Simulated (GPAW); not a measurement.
Runs of GPAW 26.7.0 on AlCu3. Symmetry: Pm-3m, No. 221, cubic system. Conventional cell: a = 3.637 Å, b = 3.637 Å, c = 3.637 Å, α = 90.00°, β = 90.00°, γ = 90.00°. Cu (site symmetry 4/mmm) is surrounded by 8 Cu at 2.57 Å and 4 Al at 2.57 Å. Al (site symmetry m-3m) has 12 Cu at 2.57 Å as nearest neighbours. The cell comes from a database or a generator and needn't be the stable form of this composition.

| task | level | potentials or basis | cell | band path | band points | pressure (GPa) | V0 of scaled cells (Å³/atom) | B0 (GPa) |
| --- | --- | --- | --- | --- | --- | --- | --- | --- |
| equation of state | PBEsol | PAW data sets generated in the run's folder for this functional, pw | as given | - | - | - | (a) | 149 |
| equation of state | LDA | the program's PAW data sets (release 1.2.1) made for this functional, pw | as given | - | - | - | 11.64 | (b) |
| single point | PBEsol | PAW data sets generated in the run's folder for this functional, pw | atoms moved at random, drawn with an rms of 0.05 Å | - | - | 1.1 | - | - |
| band structure | PBEsol | PAW data sets generated in the run's folder for this functional, pw | as given | GXMGRX,MR | 60 | 0.8 | - | - |
| band structure | LDA | the program's PAW data sets (release 1.2.1) made for this functional, pw | as given | GXMGRX,MR | 60 | -5.3 | - | - |

Alike in all rows: no spin polarisation; k mesh 7 × 7 × 7; cutoff (eV) 600; smearing fermi-dirac 0.05 eV.

Problem. Fill in the values left out.

Solution. (a) 12.10; (b) 166.

Caveats: with this Cu data set, volumes or pressures lay over 1.5 % or 2 GPa off other programs in two to four cells of ten.
